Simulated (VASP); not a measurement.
Si, 2 atoms in the cell. The structure is cubic, space group Fd-3m (No. 227). The conventional cell has a = 5.470 Å, b = 5.470 Å, c = 5.470 Å, α = 90.00°, β = 90.00°, γ = 90.00°. Around Si (site symmetry -43m) lie 4 Si at 2.37 Å. 

```yaml
Program: VASP 6.6.1
Task: single point
Functional: PBE
Potentials_or_basis: VASP PAW PBE potentials, release 64 (Si)
Cutoff: 520 eV
k_mesh: 10 × 10 × 10
Occupations: gaussian, width 0.02 eV
Spin: no spin polarisation
Dipole_correction: no
Further_INCAR_settings: ALGO = Fast; EDIFF = 1e-07; NBANDS = 11
```

Potentials or basis: VASP PAW PBE potentials, release 64 (Si).

The run is started by

```bash
$ cat potpaw_PBE.64/Si/POTCAR > POTCAR
$ mpirun -np 1 vasp_std > vasp.out
```

Hardware: 1 thread of Intel(R) Xeon(R) 6975P-C (Granite Rapids), with other jobs on the host.

Estimate the wall time of this run.

Wall time 11 s on 1 thread of Intel(R) Xeon(R) 6975P-C (Granite Rapids), on a shared host, peak memory 0.15 GiB. Counts: scf iterations 14, k points 47.
